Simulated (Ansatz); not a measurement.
**Mg$_{2}$Si: which shells make which states**

```
CELL_PARAMETERS angstrom
0.00000 3.19500 3.19500
3.19500 0.00000 3.19500
3.19500 3.19500 0.00000
ATOMIC_POSITIONS crystal
Mg 0.25000 0.25000 0.25000
Mg 0.75000 0.75000 0.75000
Si 0.00000 0.00000 0.00000
```

Atoms are numbered in the order listed.

The conventional cell has a = 6.390 Å, b = 6.390 Å, c = 6.390 Å, α = 90.00°, β = 90.00°, γ = 90.00°. Around Mg (atom 1) lie 4 Si at 2.77 Å. Si (atom 3) has 8 Mg at 2.77 Å as nearest neighbours.

The geometry is COD entry 9009039, unchecked; take it as a test cell. It differs from other determinations.

Computed with Ansatz 0.2.0, DFT, LDA, all-electron LAPW, scalar-relativistic.

Settings: a Γ-centred 11×11×11 k mesh, Fermi–Dirac smearing of 0.05 eV, basis error target 1 meV/atom, no spin polarisation.

Weights are projections on a minimal set of Löwdin-orthogonalised atomic shells, summed over atoms of an element; the rest lies outside that basis, and weights on diffuse cation s shells are inflated where empty shells are missing from it. Energies are in eV from the valence-band top.

Points: Γ (0.000, 0.000, 0.000), W (0.500, 0.250, 0.750).

| state | character |
| --- | --- |
| Γ, -9.04 eV | ? |
| Γ, 0.00 eV (×3) | ? |
| W, -7.06 eV | Si 3s 97 % |
| W, -3.59 eV (×2) | ? |
| W, -2.62 eV | ? |

(1) Fill in "character" for the row "W, -2.62 eV".

(2) Give the missing entry: row "Γ, 0.00 eV (×3)", column "character".

(3) Fill in "character" for the row "W, -3.59 eV (×2)".

(4) What belongs in the row "Γ, -9.04 eV", column "character"?

## Answers

(1) Si 3p 84 %.

(2) Si 3p 97 %.

(3) Si 3p 60 %, Mg 3s 39 %.

(4) Mg 3s 59 %, Si 3s 39 %.
